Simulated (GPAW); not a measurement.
A run of GPAW 26.7.0:

run.py

```python
import numpy as np
from ase import Atoms
from ase.dft.bandgap import bandgap
from ase.io import write
from gpaw import GPAW, PW

atoms = Atoms(['Si', 'Si'],
              cell=[[3.8402545022, 0, 0],
                    [-1.9201272511, 3.3257579559, 0],
                    [0.0, 0.0, 15.783889]],
              scaled_positions=[[0.3333333333, 0.6666666667, 0.4751680654],
                                [0.0, 0.0, 0.5248319136]],
              pbc=True)
atoms.pbc = (True, True, False)

calc = GPAW(mode=PW(450),
            xc='LDA',
            kpts={'size': (8, 8, 1), 'gamma': True},
            occupations={'name': 'fermi-dirac', 'width': 0.05},
            nbands=11,
            convergence={'density': 1e-05, 'energy': 1e-05},
            maxiter=150,
            poissonsolver={'dipolelayer': 'xy'},
            txt='gpaw.txt')
atoms.calc = calc
energy = atoms.get_potential_energy()
forces = atoms.get_forces()
calc.write('gs.gpw')
write('result.traj', atoms)
print(f'Energy: {energy:.6f} eV')
print('Forces (eV/A):')
print(forces.round(4))
print('Fermi level:', round(calc.get_fermi_level(), 4), 'eV')
print(f'Gap: {bandgap(calc)[0]:.4f} eV, direct: {bandgap(calc, direct=True)[0]:.4f} eV')

v = calc.get_electrostatic_potential().mean(axis=(0, 1))
z = np.arange(len(v)) * atoms.cell[2, 2] / len(v)
ef = calc.get_fermi_level()
np.savetxt('planar.dat', np.c_[z, v], fmt='%.4f')
below, above = np.interp([1.5, atoms.cell[2, 2] - 1.5], z, v) - ef
print(f'Work functions: bottom {below:.4f} eV, top {above:.4f} eV')
print('Dipole moment:', *calc.get_dipole_moment().round(5), 'e A')
```

Potentials or basis: the program's PAW data sets (release 1.2.1) made for this functional, pw.

Command:

```bash
$ OMP_NUM_THREADS=1 python run.py
```

Hardware: 1 thread of Arm Neoverse V2, with other jobs on the host.

Question: How long does it take, and how much memory?

Answer: Run time: 6.2 s on 1 thread of Arm Neoverse V2, with other jobs on the host, peak memory 0.16 GiB. Counts: scf iterations 11, plane waves 4399, bands 11, k points 10.
